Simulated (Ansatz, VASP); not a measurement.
**Be: VASP beside Ansatz**

```
Be
1.0
     2.26131    0.00000    0.00000
    -1.13065    1.95835    0.00000
     0.00000    0.00000   24.92260
Be
6
Direct
  0.83333 0.16667 0.31809
  0.16667 0.83333 0.39179
  0.83333 0.16667 0.46398
  0.16667 0.83333 0.53602
  0.83333 0.16667 0.60821
  0.16667 0.83333 0.68191
```

Alike in both runs: task single point; functional PBE; k mesh 21 × 21 × 1; occupations fermi-dirac, width 0.05 eV; no spin polarisation.

|  | VASP | Ansatz |
| --- | --- | --- |
| version | VASP 6.6.1 | Ansatz 0.2.0 |
| potentials or method | VASP PAW PBE potentials, release 64 (Be) | PAW with Ansatz's default frozen-core files, scalar-relativistic |
| plane-wave cutoff (eV) | 520 | 420 |
| valence electrons in the cell | 12 | 12 |

```csv
,VASP,Ansatz,Ansatz less VASP
rms of the force components (eV/Å),0.003,0.002,-0.0015
```

Atom by atom the forces differ by 0.002 eV/Å (rms over components).
